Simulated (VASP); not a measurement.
# Ni (Fm-3m) in VASP: relaxation of cell and atoms with r2SCAN

Aim: the relaxation of cell and atoms of Ni with r2SCAN.

Everything below comes from runs of VASP 6.6.1. Logs are shortened: lines on timing, memory, paths and dates and some standing lists are left out, and cuts for length are marked.

**1. Starting point**

It takes space group Fm-3m (No. 225, cubic). The conventional cell has a = 3.524 Å, b = 3.524 Å, c = 3.524 Å, α = 90.00°, β = 90.00°, γ = 90.00°. Ni (site symmetry m-3m) is surrounded by 12 Ni at 2.49 Å.

**2. Relaxation of cell and atoms, r2SCAN, collinear spin, ferromagnetic start**

INCAR reads:

```
SYSTEM = Ni
PREC = Accurate
ENCUT = 600
EDIFF = 1E-7
ISMEAR = 0
SIGMA = 0.1
LREAL = .FALSE.
LASPH = .TRUE.
NELM = 100
ALGO = Normal
ISIF = 3
LWAVE = .FALSE.
LCHARG = .FALSE.
ISPIN = 2
MAGMOM = 0.8
LORBIT = 11
LMAXMIX = 4
METAGGA = R2SCAN
LMIXTAU = .TRUE.
IBRION = 2
NSW = 80
EDIFFG = -0.004
```

KPOINTS reads:

```
regular mesh
0
G
  20 20 20
  0 0 0
```

POSCAR reads:

```
Ni
1.0
    0.0000000000      1.7619350000      1.7619350000
    1.7619350000      0.0000000000      1.7619350000
    1.7619350000      1.7619350000      0.0000000000
Ni
1
Direct
    0.0000000000      0.0000000000      0.0000000000
```

Potentials or basis: VASP PAW PBE potentials, release 64 (Ni).

On the command line:

```bash
cat potpaw_PBE.64/Ni/POTCAR > POTCAR
mpirun -np 1 vasp_std > vasp.out
```

OUTCAR:

```text
SYSTEM = Ni
   PREC = Accurate
   ENCUT = 600
   EDIFF = 1E-7
   ISMEAR = 0
   LREAL = .FALSE.
   LASPH = .TRUE.
   NELM = 100
   ISIF = 3
   ISPIN = 2
   LORBIT = 11
   METAGGA = R2SCAN
   IBRION = 2
   NSW = 80
   EDIFFG = -0.004

 ion  position               nearest neighbor table
   1  0.000  0.000  0.000-

  LATTYP: Found a face centered cubic cell.
 ALAT       =     3.5238700000

  Lattice vectors:

 A1 = (   0.0000000000,   1.7619350000,   1.7619350000)
 A2 = (   1.7619350000,   0.0000000000,   1.7619350000)
 A3 = (   1.7619350000,   1.7619350000,   0.0000000000)

Analysis of symmetry for initial positions (statically):
=====================================================================
 Subroutine PRICEL returns:
 Original cell was already a primitive cell.

 Routine SETGRP: Setting up the symmetry group for a
 face centered cubic supercell.

 Subroutine GETGRP returns: Found 48 space group operations
 (whereof 48 operations were pure point group operations)
 out of a pool of 48 trial point group operations.

The static configuration has the point symmetry O_h .

Analysis of symmetry for dynamics (positions and initial velocities):
=====================================================================
 Subroutine PRICEL returns:
 Original cell was already a primitive cell.

 Routine SETGRP: Setting up the symmetry group for a
 face centered cubic supercell.

 Subroutine GETGRP returns: Found 48 space group operations
 (whereof 48 operations were pure point group operations)
 out of a pool of 48 trial point group operations.

The dynamic configuration has the point symmetry O_h .

Analysis of structural, dynamic, and magnetic symmetry:
=====================================================================
 Subroutine PRICEL returns:
 Original cell was already a primitive cell.

 Routine SETGRP: Setting up the symmetry group for a
 face centered cubic supercell.

 Subroutine GETGRP returns: Found 48 space group operations
 (whereof 48 operations were pure point group operations)
 out of a pool of 48 trial point group operations.

The overall configuration has the point symmetry O_h .

 Subroutine INISYM returns: Found 48 space group operations
 (whereof 48 operations are pure point group operations),
 and found     1 'primitive' translations

----------------------------------------------------------------------------------------

                                     Primitive cell

  volume of cell :      10.9396

  direct lattice vectors                    reciprocal lattice vectors
     0.000000000  1.761935000  1.761935000    -0.283778914  0.283778914  0.283778914
     1.761935000  0.000000000  1.761935000     0.283778914 -0.283778914  0.283778914
     1.761935000  1.761935000  0.000000000     0.283778914  0.283778914 -0.283778914

  length of vectors
     2.491752373  2.491752373  2.491752373     0.491519496  0.491519496  0.491519496

  position of ions in fractional coordinates (direct lattice)
     0.000000000  0.000000000  0.000000000

  ion indices of the primitive-cell ions
   primitive index   ion index
                 1           1

----------------------------------------------------------------------------------------

 KPOINTS: regular mesh

Automatic generation of k-mesh.
 Grid dimensions read from file:
 generate k-points for:   20   20   20

 Generating k-lattice:

  Cartesian coordinates                     Fractional coordinates (reciprocal lattice)
    -0.014188946  0.014188946  0.014188946     0.050000000  0.000000000  0.000000000
     0.014188946 -0.014188946  0.014188946     0.000000000  0.050000000  0.000000000
     0.014188946  0.014188946 -0.014188946     0.000000000  0.000000000  0.050000000

  Length of vectors
     0.024575975  0.024575975  0.024575975

  Shift w.r.t. Gamma in fractional coordinates (k-lattice)
     0.000000000  0.000000000  0.000000000

 Subroutine IBZKPT returns following result:
 ===========================================

 Found    256 irreducible k-points:

 Following reciprocal coordinates:
            Coordinates               Weight
  0.000000  0.000000  0.000000      1.000000
  0.050000  0.000000  0.000000      8.000000
  0.100000  0.000000  0.000000      8.000000
  0.150000  0.000000  0.000000      8.000000
  0.200000  0.000000  0.000000      8.000000
  0.250000  0.000000  0.000000      8.000000
[... 16 lines left out ...]
 -0.400000  0.050000  0.000000     24.000000
 -0.350000  0.050000  0.000000     24.000000
 [... further k-points ...]
   k-points           NKPTS =    256   k-points in BZ     NKDIM =    256   number of bands    NBANDS=      9
   number of dos      NEDOS =    301   number of ions     NIONS =      1
   total plane-waves  NPLWV =   8000
   dimension x,y,z NGX =    20 NGY =   20 NGZ =   20
   dimension x,y,z NGXF=    40 NGYF=   40 NGZF=   40
   ions per type =               1
   NGX,Y,Z   is equivalent  to a cutoff of  13.34, 13.34, 13.34 a.u.
   NGXF,Y,Z  is equivalent  to a cutoff of  26.69, 26.69, 26.69 a.u.
 SYSTEM =  Ni
   PREC   = accura    normal or accurate (medium, high low for compatibility)
   ISTART =      0    job   : 0-new  1-cont  2-samecut
   ICHARG =      2    charge: 1-file 2-atom 10-const
   ISPIN  =      2    spin polarized calculation?
   LNONCOLLINEAR =      F non collinear calculations
   LSORBIT =      F    spin-orbit coupling
   LASPH  =      T    aspherical Exc in radial PAW
   ENCUT  =  600.0 eV  44.10 Ry    6.64 a.u.   4.98  4.98  4.98*2*pi/ulx,y,z
   NELM   =    100;   NELMIN=  2; NELMDL= -5     # of ELM steps
   EDIFF  = 0.1E-06   stopping-criterion for ELM
   LREAL  =      F    real-space projection
   EDIFFG = -.4E-02   stopping-criterion for IOM
   NSW    =     80    number of steps for IOM
   IBRION =      2    ionic relax: 0-MD 1-quasi-New 2-CG
   NFREE  =      1    steps in history (QN), initial steepest desc. (CG)
   ISIF   =      3    stress and relaxation
   ISYM   =      2    0-nonsym 1-usesym 2-fastsym
   POTIM  = 0.5000    time-step for ionic-motion
   TEBEG  =    0.0;   TEEND  =   0.0 temperature during run
   PSTRESS=    0.0 pullay stress
   NELECT =      10.0000    total number of electrons
   NUPDOWN=      -1.0000    fix difference up-down
   EMIN   =  10.00;   EMAX   =-10.00  energy-range for DOS
   EFERMI =   0.00;   METHOD = LEGACY
   ISMEAR =     0;   SIGMA  =   0.10  broadening in eV -4-tet -1-fermi 0-gaus
   EFERMI_NEDOS =   21; number of points for ismear=-14 and -15
   IALGO  =     38    algorithm
   IMIX   =      4    mixing-type and parameters
     AMIX     =   0.40;   BMIX     =  1.00
     AMIX_MAG =   1.60;   BMIX_MAG =  1.00
  volume/ion in A,a.u.               =      10.94        73.82
  Fermi-wavevector in a.u.,A,eV,Ry     =   1.588821  3.002436 34.345893  2.524352
  Thomas-Fermi vector in A             =   2.687765
   LORBIT       =     11    0 simple, 1 ext, 2 COOP (PROOUT), +10 PAW based schemes
   METAGGA = R2SCAN    functional components
   LHFCALC =     F    Hartree Fock is set to
   AEXX    =    0.0000 exact exchange contribution
   IVDW    =     0    specifies the selected vdW correction
   LEPSILON=     F    determine dielectric tensor
   LRPA    =     F    only Hartree local field effects (RPA)
 conjugate gradient relaxation of ions
 spin polarized calculation
 Gauss-broadening in eV      SIGMA  =   0.10
  energy-cutoff  :      600.00
  volume of cell :       10.94
 maximum number of plane-waves:       380
   NGX =  9   NGY =  9   NGZ =  9

--------------------------------------- Ionic step        1  -------------------------------------------

 number of electron      10.0000010 magnetization       0.7494348

 Free energy of the ion-electron system (eV)
  ---------------------------------------------------
  ext. energy  EPLUGINS =         0.00000000
  ---------------------------------------------------
  free energy    TOTEN  =       -11.93672280 eV

  energy without entropy =      -11.92985833  energy(sigma->0) =      -11.93329056

------------------------ aborting loop because EDIFF is reached ----------------------------------------

  FORCE on cell =-STRESS in cart. coord.  units (eV):
  Direction    XX          YY          ZZ          XY          YZ          ZX
  --------------------------------------------------------------------------------------
  -------------------------------------------------------------------------------------
  Total       -0.5105698     -0.5105698     -0.5105698      0.0000000      0.0000000      0.0000000
  in kB      -74.7766639    -74.7766639    -74.7766639      0.0000000      0.0000000      0.0000000
  external PRESSURE =     -74.7766639 kB  Pullay stress =       0.0000000 kB
[... 20 lines left out ...]
  energy  without entropy=      -11.9298583266  energy(sigma->0) =      -11.93329056

--------------------------------------- Ionic step        2  -------------------------------------------

 number of electron       9.9999992 magnetization       0.6937639

 E-fermi :  10.3221     XC(G=0): -14.8650

 val. band max:       10.3217395551   @ k =  -0.4000   0.1500   0.0000
 cond. band min:      10.3248094321   @ k =   0.3500   0.2500   0.1000
 fundamental gap:      0.0030698770
 Fermi energy:        10.3221032900

 spin component 1

 k-point     1 :       0.0000    0.0000    0.0000
  band No.  band energies     occupation
      1       0.4157      1.00000
      2       7.2330      1.00000
      3       7.2330      1.00000
      4       7.2330      1.00000
      5       8.6327      1.00000
      6       8.6327      1.00000
      7      35.4774      0.00000
      8      40.1964      0.00000
      9      40.1965      0.00000
[... 705 lines left out ...]
  energy  without entropy=      -11.9396455993  energy(sigma->0) =      -11.94313137

--------------------------------------- Ionic step        6  -------------------------------------------

 number of electron      10.0000001 magnetization       0.7250272

 Free energy of the ion-electron system (eV)
  ---------------------------------------------------
  ext. energy  EPLUGINS =         0.00000000
  ---------------------------------------------------
  free energy    TOTEN  =       -11.94661856 eV

  energy without entropy =      -11.93964835  energy(sigma->0) =      -11.94313346

 E-fermi :   9.7900     XC(G=0): -14.6129

 val. band max:        9.7896843593   @ k =  -0.4000   0.1000   0.0000
 cond. band min:       9.7904294535   @ k =  -0.4000   0.0500   0.0000
 fundamental gap:      0.0007450942
 Fermi energy:         9.7899875811

 spin component 1

 k-point     1 :       0.0000    0.0000    0.0000
  band No.  band energies     occupation
      1       0.1442      1.00000
      2       6.7605      1.00000
      3       6.7605      1.00000
      4       6.7605      1.00000
      5       8.1043      1.00000
      6       8.1043      1.00000
      7      34.6179      0.00000
      8      39.0342      0.00000
      9      39.0343      0.00000
[... 596 lines left out ...]
  FREE ENERGIE OF THE ION-ELECTRON SYSTEM (eV)
  ---------------------------------------------------
  free  energy   TOTEN  =       -11.9466185614 eV

  energy  without entropy=      -11.9396483509  energy(sigma->0) =      -11.94313346

 reached required accuracy - stopping structural energy minimisation

 total charge

# of ion       s       p       d       tot
------------------------------------------
    1        0.529   0.549   8.328   9.405

 magnetization (x)

# of ion       s       p       d       tot
------------------------------------------
    1       -0.010  -0.043   0.796   0.744
```

It took 9.4 min on 1 thread of Intel Xeon 6975P-C (Granite Rapids), shared host; peak memory 0.19 GiB.

Results:

```
Free energy                                           : -11.9466 eV
Relaxed volume                                        : 10.53 Å³/atom
Relaxed cell                                          : a = 2.460 Å, b = 2.460 Å, c = 2.460 Å, α = 60.00°, β = 60.00°, γ = 60.00°
Space group after relaxing (to 0.05 Å)                : Fm-3m (No. 225)
Energy gained by relaxing                             : 9.9 meV/atom
Ionic steps                                           : 6
Pressure after relaxing                               : 0.0 GPa
Band gap on the k mesh                                : none (metal or under the smearing width)
Net moment                                            : 0.73 μB per cell
Site moments                                          : Ni +0.74 μB
Valence electrons inside the program's atomic spheres : Ni 9.40
```

The path:
| step | energy change (eV) | largest force (eV/Å) | pressure (GPa) | volume (Å³) |
| --- | --- | --- | --- | --- |
| 1 | 0.0000 | 0.0000 | -7.48 | 10.94 |
| 2 | -0.0004 | 0.0000 | 8.37 | 10.15 |
| 3 | -0.0099 | 0.0000 | -0.28 | 10.53 |
| 4 | -0.0099 | 0.0000 | 0.14 | 10.52 |
| 5 | -0.0099 | 0.0000 | -0.11 | 10.53 |
| 6 | -0.0099 | 0.0000 | 0.03 | 10.53 |

Final structure:
```
CELL_PARAMETERS angstrom
0.00000 1.73956 1.73956
1.73956 0.00000 1.73956
1.73956 1.73956 0.00000
ATOMIC_POSITIONS crystal
Ni 0.00000 0.00000 0.00000
```

Levels at points of the mesh, in eV from the Fermi level:
Spin up:
| k point | band 1 | band 2 | band 3 | band 4 | band 5 | band 6 | band 7 | band 8 | band 9 |
| --- | --- | --- | --- | --- | --- | --- | --- | --- | --- |
| (0.00, 0.00, 0.00) | -9.65 | -3.03 | -3.03 | -3.03 | -1.69 | -1.69 | 24.83 | 29.24 | 29.24 |
| (0.50, 0.00, 0.00) | -5.47 | -2.95 | -2.95 | -1.06 | -1.06 | -0.47 | 5.88 | 23.25 | 26.23 |
| (0.50, 0.50, 0.00) | -5.27 | -4.89 | -0.97 | -0.97 | -0.94 | 2.51 | 9.64 | 15.73 | 15.73 |
Spin down:
| k point | band 1 | band 2 | band 3 | band 4 | band 5 | band 6 | band 7 | band 8 | band 9 |
| --- | --- | --- | --- | --- | --- | --- | --- | --- | --- |
| (0.00, 0.00, 0.00) | -9.90 | -1.70 | -1.70 | -1.70 | -0.93 | -0.93 | 24.57 | 29.35 | 29.35 |
| (0.50, 0.00, 0.00) | -4.80 | -2.04 | -2.04 | -0.69 | 0.18 | 0.18 | 6.58 | 23.14 | 26.51 |
| (0.50, 0.50, 0.00) | -4.85 | -3.86 | -0.15 | 0.56 | 0.56 | 2.25 | 9.99 | 15.79 | 15.79 |

Caveat: the PAW data sets were made with another functional, which shifts forces and pressure a little.
